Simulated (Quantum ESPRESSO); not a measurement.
# C (Fd-3m) in Quantum ESPRESSO: a series of runs, part 3 of 3

Quantum ESPRESSO 7.5. The steps go on from the part before.

## Step 6: Phonons, PBE

File pw.in:

```
&CONTROL
  calculation = 'scf'
  prefix = 'pwscf'
  outdir = './tmp'
  pseudo_dir = './pseudo'
  tprnfor = .true.
  tstress = .true.
  disk_io = 'low'
/
&SYSTEM
  ibrav = 0
  nat = 2
  ntyp = 1
  ecutwfc = 45
  ecutrho = 360
  nbnd = 9
  occupations = 'smearing'
  smearing = 'fd'
  degauss = 0.00367493
/
&ELECTRONS
  conv_thr = 4d-10
  electron_maxstep = 120
  mixing_beta = 0.5
/
ATOMIC_SPECIES
C     12.0110 c_pbe_v1.2.uspp.F.UPF
CELL_PARAMETERS angstrom
   0.0000000000    1.7833700000    1.7833700000
   1.7833700000    0.0000000000    1.7833700000
   1.7833700000    1.7833700000    0.0000000000
ATOMIC_POSITIONS crystal
C      0.7500000000    0.7500000000    0.7500000000
C      0.5000000000    0.5000000000    0.5000000000
K_POINTS automatic
12 12 12 1 1 1
```

File relax.in:

```
&CONTROL
  calculation = 'vc-relax'
  prefix = 'pwscf'
  outdir = './tmp'
  pseudo_dir = './pseudo'
  tprnfor = .true.
  tstress = .true.
  disk_io = 'low'
  nstep = 40
  forc_conv_thr = 0.0001
  etot_conv_thr = 1d-06
/
&SYSTEM
  ibrav = 0
  nat = 2
  ntyp = 1
  ecutwfc = 45
  ecutrho = 360
  nbnd = 9
  occupations = 'smearing'
  smearing = 'fd'
  degauss = 0.00367493
/
&ELECTRONS
  conv_thr = 4d-10
  electron_maxstep = 120
  mixing_beta = 0.5
/
&IONS
  ion_dynamics = 'bfgs'
/
&CELL
  cell_dynamics = 'bfgs'
  press = 0
  press_conv_thr = 0.2
/
ATOMIC_SPECIES
C     12.0110 c_pbe_v1.2.uspp.F.UPF
CELL_PARAMETERS angstrom
   0.0000000000    1.7833700000    1.7833700000
   1.7833700000    0.0000000000    1.7833700000
   1.7833700000    1.7833700000    0.0000000000
ATOMIC_POSITIONS crystal
C      0.7500000000    0.7500000000    0.7500000000
C      0.5000000000    0.5000000000    0.5000000000
K_POINTS automatic
12 12 12 1 1 1
```

File scf2.in:

```
&CONTROL
  calculation = 'scf'
  prefix = 'pwscf'
  outdir = './tmp'
  pseudo_dir = './pseudo'
  tprnfor = .true.
  tstress = .true.
  disk_io = 'low'
/
&SYSTEM
  ibrav = 0
  nat = 2
  ntyp = 1
  ecutwfc = 45
  ecutrho = 360
  nbnd = 9
  occupations = 'fixed'
/
&ELECTRONS
  conv_thr = 1d-13
  electron_maxstep = 120
  mixing_beta = 0.5
  startingpot = 'file'
  startingwfc = 'file'
/
ATOMIC_SPECIES
C     12.0110 c_pbe_v1.2.uspp.F.UPF
CELL_PARAMETERS angstrom
   0.0000000000    1.7854439592    1.7854439592
   1.7854439592    0.0000000000    1.7854439592
   1.7854439592    1.7854439592    0.0000000000
ATOMIC_POSITIONS crystal
C      0.7500000000    0.7500000000    0.7500000000
C      0.5000000000    0.5000000000    0.5000000000
K_POINTS automatic
12 12 12 1 1 1
```

File ph.in:

```
phonons of C
&INPUTPH
  prefix = 'pwscf'
  outdir = './tmp'
  tr2_ph = 1d-18
  fildyn = 'dyn'
  niter_ph = 90
  alpha_mix(1) = 0.7
/
0.3535533906 0.7071067812 0.0000000000
```

Potentials or basis: GBRV 1.5 PBE.

Launch:

```bash
OMP_NUM_THREADS=1 mpirun -n 4 pw.x -nk 4 -in pw.in > pw.out
OMP_NUM_THREADS=1 mpirun -n 4 pw.x -nk 4 -in relax.in > relax.out
OMP_NUM_THREADS=1 mpirun -n 4 pw.x -nk 4 -in scf2.in > scf2.out
OMP_NUM_THREADS=1 mpirun -n 4 ph.x -nk 4 -in ph.in > ph.out
```

pw.out:

```text
This program is part of the open-source Quantum ESPRESSO suite
     for quantum simulation of materials; please cite
[... 6 lines left out ...]
     using ibrav=0 with symmetry is DISCOURAGED, use correct ibrav instead

     K-points division:     npool     =       4
     Subspace diagonalization in iterative solution of the eigenvalue problem:
     a serial algorithm will be used

     G-vector sticks info
     --------------------
     sticks:   dense  smooth     PW     G-vecs:    dense   smooth      PW
     Sum         559     283    109                 8801     3119     701

     Using Slab Decomposition

     bravais-lattice index     =            0
     lattice parameter (alat)  =       4.7660  a.u.
     unit-cell volume          =      76.5510 (a.u.)^3
     number of atoms/cell      =            2
     number of atomic types    =            1
     number of electrons       =         8.00
     number of Kohn-Sham states=            9
     kinetic-energy cutoff     =      45.0000  Ry
     charge density cutoff     =     360.0000  Ry
     scf convergence threshold =      4.0E-10
     mixing beta               =       0.5000
     number of iterations used =            8  plain     mixing
     Exchange-correlation= SLA  PW   PBE  PBE
                           (   1   4   3   4   0   0   0)

     celldm(1)=   4.766014  celldm(2)=   0.000000  celldm(3)=   0.000000
     celldm(4)=   0.000000  celldm(5)=   0.000000  celldm(6)=   0.000000

     crystal axes: (cart. coord. in units of alat)
               a(1) = (   0.000000   0.707107   0.707107 )
               a(2) = (   0.707107   0.000000   0.707107 )
               a(3) = (   0.707107   0.707107   0.000000 )

     reciprocal axes: (cart. coord. in units 2 pi/alat)
               b(1) = ( -0.707107  0.707107  0.707107 )
               b(2) = (  0.707107 -0.707107  0.707107 )
               b(3) = (  0.707107  0.707107 -0.707107 )

     PseudoPot. # 1 for C  read from file:
     c_pbe_v1.2.uspp.F.UPF
     Pseudo is Ultrasoft + core correction, Zval =  4.0
     Generated by new atomic code, or converted to UPF format
     Using radial grid of  721 points,  4 beta functions with:
                l(1) =   0
                l(2) =   0
                l(3) =   1
                l(4) =   1
     Q(r) pseudized with  8 coefficients,  rinner =    1.100   1.100   1.100

     atomic species   valence    mass     pseudopotential
     C                 4.00    12.01100     C ( 1.00)

     48 Sym. Ops., with inversion, found (24 have fractional translation)

   Cartesian axes

     site n.     atom                  positions (alat units)
         1        C      tau(   1) = (   1.0606602   1.0606602   1.0606602  )
         2        C      tau(   2) = (   0.7071068   0.7071068   0.7071068  )

     number of k points=   182  Fermi-Dirac smearing, width (Ry)=  0.0037

     Number of k-points >= 100: set verbosity='high' to print them.

     Dense  grid:     8801 G-vectors     FFT dimensions: (  32,  32,  32)

     Smooth grid:     3119 G-vectors     FFT dimensions: (  24,  24,  24)

     Initial potential from superposition of free atoms

     starting charge       7.9999, renormalised to       8.0000
     Starting wfcs are    8 randomized atomic wfcs +    1 random wfcs

     Self-consistent Calculation

     iteration #  1     ecut=    45.00 Ry     beta= 0.50
     Davidson diagonalization with overlap
     ethr =  1.00E-02,  avg # of iterations =  4.1

     total energy              =     -22.96197445 Ry
     estimated scf accuracy    <       0.11631390 Ry

     iteration #  2     ecut=    45.00 Ry     beta= 0.50
     Davidson diagonalization with overlap
     ethr =  1.45E-03,  avg # of iterations =  1.2

     total energy              =     -22.96018381 Ry
     estimated scf accuracy    <       0.01682162 Ry

     iteration #  3     ecut=    45.00 Ry     beta= 0.50
     Davidson diagonalization with overlap
     ethr =  2.10E-04,  avg # of iterations =  1.9

     total energy              =     -22.96159795 Ry
     estimated scf accuracy    <       0.00016881 Ry

     iteration #  4     ecut=    45.00 Ry     beta= 0.50
     Davidson diagonalization with overlap
     ethr =  2.11E-06,  avg # of iterations =  4.8

     total energy              =     -22.96162651 Ry
     estimated scf accuracy    <       0.00000080 Ry

     iteration #  5     ecut=    45.00 Ry     beta= 0.50
     Davidson diagonalization with overlap
     ethr =  9.96E-09,  avg # of iterations =  2.6

     total energy              =     -22.96162705 Ry
     estimated scf accuracy    <       0.00000007 Ry

     iteration #  6     ecut=    45.00 Ry     beta= 0.50
     Davidson diagonalization with overlap
     ethr =  8.72E-10,  avg # of iterations =  2.0

     total energy              =     -22.96162707 Ry
     estimated scf accuracy    <          6.5E-09 Ry

     iteration #  7     ecut=    45.00 Ry     beta= 0.50
     Davidson diagonalization with overlap
     ethr =  8.08E-11,  avg # of iterations =  2.0

     End of self-consistent calculation

     Number of k-points >= 100: set verbosity='high' to print the bands.

     the Fermi energy is    15.5393 ev

!    total energy              =     -22.96162708 Ry
     estimated scf accuracy    <          6.3E-11 Ry
     smearing contrib. (-TS)   =       0.00000000 Ry
     internal energy E=F+TS    =     -22.96162708 Ry

     The total energy is F=E-TS. E is the sum of the following terms:
     one-electron contribution =       8.05176808 Ry
     hartree contribution      =       1.93307341 Ry
     xc contribution           =      -7.37178007 Ry
     ewald contribution        =     -25.57468850 Ry

     convergence has been achieved in   7 iterations

     Forces acting on atoms (cartesian axes, Ry/au):

     atom    1 type  1   force =     0.00000000    0.00000000   -0.00000000
     atom    2 type  1   force =    -0.00000000   -0.00000000    0.00000000

     Total force =     0.000000     Total SCF correction =     0.000000

     Computing stress (Cartesian axis) and pressure

          total   stress  (Ry/bohr**3)                   (kbar)     P=       15.29
   0.00010394   0.00000000   0.00000000           15.29        0.00        0.00
   0.00000000   0.00010394   0.00000000            0.00       15.29        0.00
   0.00000000   0.00000000   0.00010394            0.00        0.00       15.29

=------------------------------------------------------------------------------=
   JOB DONE.
=------------------------------------------------------------------------------=
```

It took 5.1 min on 4 MPI ranks of Intel Xeon at 2.50GHz (Skylake/Cascade Lake), shared host; peak memory 0.36 GiB.

Results:

* Free energy: -312.4091 eV
* Relaxed volume: 5.69 Å³/atom
* Relaxed cell: a = 2.525 Å, b = 2.525 Å, c = 2.525 Å, α = 60.00°, β = 60.00°, γ = 60.00°
* Space group after relaxing (to 0.05 Å): Fd-3m (No. 227)
* Pressure after relaxing: 0.0 GPa
* Highest phonon frequency at the q point run: 1154 cm⁻¹

The path:
```csv
step,energy change (eV),largest force (eV/Å),pressure (GPa),volume (Å³)
1,0.0000,0.0000,1.53,11.34
2,0.0001,0.0000,-1.85,11.43
3,-0.0002,0.0000,0.00,11.38
4,-0.0002,0.0000,0.00,11.38
```

Final structure:
```
CELL_PARAMETERS angstrom
0.00000 1.78544 1.78544
1.78544 0.00000 1.78544
1.78544 1.78544 0.00000
ATOMIC_POSITIONS crystal
C 0.75000 0.75000 0.75000
C 0.50000 0.50000 0.50000
```

Phonon frequencies in cm⁻¹ (negative: imaginary):
```tsv
q point	frequencies
(0.500, 0.250, 0.750)	910 910 990 990 1154 1154
```
